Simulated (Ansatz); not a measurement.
## Trial structures of MgO: starts and ends

The calculation used Ansatz 0.2.0, DFT PBE, scalar-relativistic, plane waves, PAW. All cells share a 420 eV cutoff and Γ-centred k meshes spaced at most about 0.3 Å⁻¹ (2π included). No spin polarisation in the final relaxations.

Each guess was relaxed in cell and atoms at zero pressure, within the symmetry of its start. Temperature and zero-point effects are left out. Coordination counts O atoms around Mg (those within 1.25 times the shortest such distance or 1.15 times the sum of covalent radii).

| guess | made from | start group | V start (Å³/atom) | end group | V end (Å³/atom) | coordination at the end | gap on mesh (eV) | E over the lowest end (meV/atom) |
| --- | --- | --- | --- | --- | --- | --- | --- | --- |
| 1 | random cell | P4/mmm | 16.0 | ? | ? | ? | ? | ? |
| 2 | CdTe type | F-43m | 14.6 | F-43m (zinc blende) | 12.3 | Mg 4 | 3.48 | 66 |
| 3 | a Materials Project cell | P6_3mc | 11.8 | P6_3mc (wurtzite) | 12.2 | Mg 4 | 3.41 | 33 |
| 4 | a Materials Project cell | P6_3/mmc | 11.0 | P6_3/mmc | 11.4 | Mg 5 | 3.28 | 0 |
| 5 | a Materials Project cell | Cm | 11.8 | P3m1 | 12.2 | Mg 4 | 3.45 | 46 |

Guess 1 as it starts:

```
Mg O
1.0
     3.64161    0.00000    0.00000
     0.00000    3.64161    0.00000
     0.00000    0.00000    2.41367
Mg O
1 1
Cartesian
  1.8208 1.8208 0.0000
  0.0000 0.0000 0.0000
```

Q: Fill in the missing row: what does this guess relax into, and where does it rank?

A: It ends in space group P4/mmm (No. 123), with a = 2.829 Å, c = 5.082 Å, 20.3 Å³/atom and a gap of 2.28 eV. It lies 0.36 eV/atom over the lowest end, above guess 2 and so the highest of the set. Counting O atoms around Mg, this end has Mg 4 and the lowest (guess 4) has Mg 5.

Space group P4/mmm (No. 123). a = 2.829 Å, b = 2.829 Å, c = 5.082 Å, α = 90.00°, β = 90.00°, γ = 90.00°
```
atom  site  symmetry       x       y       z
  Mg    1c     4/mmm  0.5000  0.5000  0.0000
   O    1a     4/mmm  0.0000  0.0000  0.0000
```

The zero of energy is the elements' standard structures at the same level (O₂ as a molecule); no fitted shifts are applied.

Q: Is the lowest end bound against the elements?

A: Yes: its formation energy is −2.650 eV/atom. A negative formation energy is needed for stability but isn't enough: competing phases decide.

No dispersion correction is applied, so the spacing and binding between layers, chains or molecules are poorly described (P4/mmm), and this can change margins and order among such cells. Kohn–Sham gaps at this level usually fall short of measured ones. With atoms moved at random, P6_3/mmc and P6_3mc came back. Other cells relaxed within their symmetry can be saddle points. The part of the Crystallography Open Database at hand lists MgO in space group No. 225, which no cell shown has. Some candidate types were left out of the draw beforehand, so a known form may be missing.
